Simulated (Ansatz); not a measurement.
## Density of states of WS$_{2}$

```
CELL_PARAMETERS angstrom
3.21100 0.00000 0.00000
-1.60550 2.78081 0.00000
0.00000 0.00000 7.07082
ATOMIC_POSITIONS crystal
W 0.00000 0.00000 0.00000
S 0.33333 0.66667 0.22301
S 0.66667 0.33333 0.77699
```

Conventional cell: a = 3.211 Å, b = 3.211 Å, c = 7.071 Å, α = 90.00°, β = 90.00°, γ = 120.00°. W (atom 1) has 6 S at 2.43 Å as nearest neighbours. Around S (atom 2) lie 3 W at 2.43 Å.

The cell was built from the CdI2 type and relaxed in the same program, and has space group P-3m1; it needn't be a known or the stable phase.

Spin–orbit coupling is left out, though it moves levels of the heavy atoms by tenths of an eV or more.

Computed with DFT, PBE, all-electron LAPW, scalar-relativistic (Ansatz 0.2.0).

Settings: a Γ-centred 11×11×6 k mesh, Fermi–Dirac smearing of 0.05 eV, basis error target 1 meV/atom, no spin polarisation.

States per eV and cell, averaged over 0.6 eV, from -7.6 to 4.2 eV, with energies (bin centres) from the Fermi level; empty bins are left out. The partial columns, the largest 4 alone, are projections on Löwdin-orthogonalised atomic shells (those that the program's projection atoms carry: the occupied ones and, for some elements, an empty d or f shell; other empty shells have no column), summed over atoms of an element. Weights on diffuse s and p shells depend on that basis and aren't pure angular character.

| E (eV) | total | S 3p | W 5d | S 3s | W 6s |
| --- | --- | --- | --- | --- | --- |
| -7.4 | 0.48 | 0.27 | 0.13 | 0.01 | 0.06 |
| -6.8 | 1.44 | 0.81 | 0.39 | 0.07 | 0.14 |
| -6.2 | 1.63 | 0.92 | 0.50 | 0.10 | 0.08 |
| -5.6 | 2.86 | 1.94 | 0.72 | 0.08 | 0.06 |
| -5.0 | 2.71 | 1.62 | 0.87 | 0.11 | 0.05 |
| -4.4 | 3.47 | 2.04 | 1.23 | 0.13 | 0.02 |
| -3.8 | 1.85 | 1.15 | 0.58 | 0.06 | 0.01 |
| -3.2 | 2.83 | 2.15 | 0.50 | 0.09 | 0.02 |
| -2.6 | 1.67 | 1.26 | 0.33 | 0.04 | 0.01 |
| -2.0 | 1.16 | 0.74 | 0.38 | 0.01 | 0.00 |
| -1.4 | 1.20 | 0.50 | 0.66 | 0.01 | 0.01 |
| -0.8 | 1.47 | 0.50 | 0.92 | 0.01 | 0.01 |
| -0.2 | 0.82 | 0.38 | 0.41 | 0.00 | 0.01 |
| 0.4 | 2.07 | 0.87 | 1.13 | 0.01 | 0.02 |
| 1.0 | 1.84 | 0.45 | 1.33 | 0.01 | 0.02 |
| 1.6 | 1.64 | 0.23 | 1.33 | 0.00 | 0.06 |
| 2.2 | 0.96 | 0.14 | 0.75 | 0.00 | 0.04 |
| 2.8 | 2.40 | 0.89 | 1.16 | 0.09 | 0.02 |
| 3.4 | 1.96 | 0.88 | 0.88 | 0.05 | 0.01 |
| 4.0 | 1.55 | 0.48 | 0.57 | 0.08 | 0.14 |
